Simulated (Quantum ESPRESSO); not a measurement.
## Rh: phonons at L under several settings

```
CELL_PARAMETERS angstrom
0.00000 1.89785 1.89785
1.89785 0.00000 1.89785
1.89785 1.89785 0.00000
ATOMIC_POSITIONS crystal
Rh 0.00000 0.00000 0.00000
```

All runs used Quantum ESPRESSO 7.5; potentials GBRV 1.5 LDA; k mesh 10 × 10 × 10; no spin polarisation; cutoff 612 eV; occupations cold, width 0.2 eV.

```csv
level,geometry,volume (Å³/atom),pressure (GPa),frequencies (cm⁻¹)
LDA,relaxed at 0 GPa,?,0.0,?
LDA,relaxed at 2 GPa,13.19,1.9,153 153 268
LDA,relaxed at 5 GPa,13.07,5.0,156 156 275
LDA,relaxed at 10 GPa,12.89,10.0,160 160 285
LDA,relaxed at 15 GPa,12.72,15.0,163 163 294
```

Question: What stands in the row left open?

Answer: Volume 13.27 Å³/atom; frequencies 152 152 264 cm⁻¹.

Caveats: the mesh is thin for the phonons of a metal; the cell is more than 3 GPa from zero pressure, which shifts response properties (some runs).

For the row left open. Caveat: the mesh is thin for the phonons of a metal.
